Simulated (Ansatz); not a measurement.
Is this Sb structure a true minimum?

The cell was relaxed from a distorted copy of a database structure.

Computed with DFT PBE, scalar-relativistic, plane waves, PAW in Ansatz 0.2.0. Settings: cutoff 420 eV, Γ-centred mesh 18×18×18 on the computed 1-atom cell, Gaussian smearing of 0.10 eV; no spin polarisation.

The cell below (1 atom, space group Pm-3m (No. 221)) is relaxed within its symmetry.

```
Sb
1.0
     3.10956    0.00000    0.00000
     0.00000    3.10956    0.00000
     0.00000    0.00000    3.10965
Sb
1
Cartesian
  0.0000 0.0000 1.5548
```

For the test a repeat of it with 4 atoms (edges 3.11, 6.22, 6.22 Å) was strained at random (σ = 1.5 % a component), the atoms were moved at random (σ = 0.10 Å), and all was relaxed again on a coarse 8×4×4 mesh (in the run’s order of axes) with 0.20 eV smearing, with no symmetry imposed.

Spin–orbit coupling, which can matter for Sb, is left out.

Problem. What happens?

Solution. It returns, within 1 meV/atom of the unmoved cell on that mesh and with the same symmetry when read at 0.1 Å (P1 at 0.01 Å, so small strains and shifts remain). No instability shows in this cell; modes of other wave vectors, which need another repeat, aren't tested.
